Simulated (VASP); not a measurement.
Wanted: the native input for a VASP 6.6.1 run.

```
Task                   : relaxation of cell and atoms
Functional             : PBEsol
Potentials or basis    : VASP PAW PBE potentials, release 64 (Ti)
Cutoff                 : 580 eV
k mesh                 : 18 × 18 × 10
Occupations            : gaussian, width 0.1 eV
Spin                   : no spin polarisation
Further INCAR settings : ALGO = Fast; EDIFF = 1e-07; IBRION = 2; EDIFFG = -0.005; NSW = 90; ISIF = 3
```

The structure of Ti lies in POSCAR:

```
Ti
1.0
    2.9357319200      0.0000000000      0.0000000000
   -1.4678659600      2.5424184200      0.0000000000
    0.0000000000      0.0000000000      4.6408561500
Ti
2
Direct
    0.3333333300      0.6666666700      0.2500000000
    0.6666666700      0.3333333300      0.7500000000
```

These files were run (other wordings do the same):

INCAR

```
  PREC = Accurate
  ENCUT = 580
  EDIFF = 1E-7
  ISMEAR = 0
  SIGMA = 0.1
  LREAL = False
  LASPH = True
  NELM = 80
  ALGO = Fast
  ISIF = 3
  LWAVE = False
  LCHARG = False
  GGA = PS
  IBRION = 2
  NSW = 90
  EDIFFG = -0.005
```

KPOINTS

```
regular mesh
0
Gamma
  18 18 10
```

Potentials or basis: VASP PAW PBE potentials, release 64 (Ti).

Run with:

```console
$ cat potpaw_PBE.64/Ti/POTCAR > POTCAR
$ mpirun -np 1 vasp_std > vasp.out
```

It gave:

```
Relaxed volume                         : 16.54 Å³/atom
Relaxed cell                           : a = 2.891 Å, b = 2.891 Å, c = 4.571 Å, α = 90.00°, β = 90.00°, γ = 120.00°
Space group after relaxing (to 0.05 Å) : P6_3/mmc (No. 194)
Energy gained by relaxing              : 13.4 meV/atom
Ionic steps                            : 6
Pressure after relaxing                : 0.0 GPa
Band gap on the k mesh                 : none (metal or under the smearing width)
```

Caveat: the PAW data sets were made with another functional, which shifts forces and pressure a little.

Run time: 78 s on 1 thread of Intel(R) Xeon(R) 6975P-C (Granite Rapids) (shared host), peak memory 0.22 GiB.
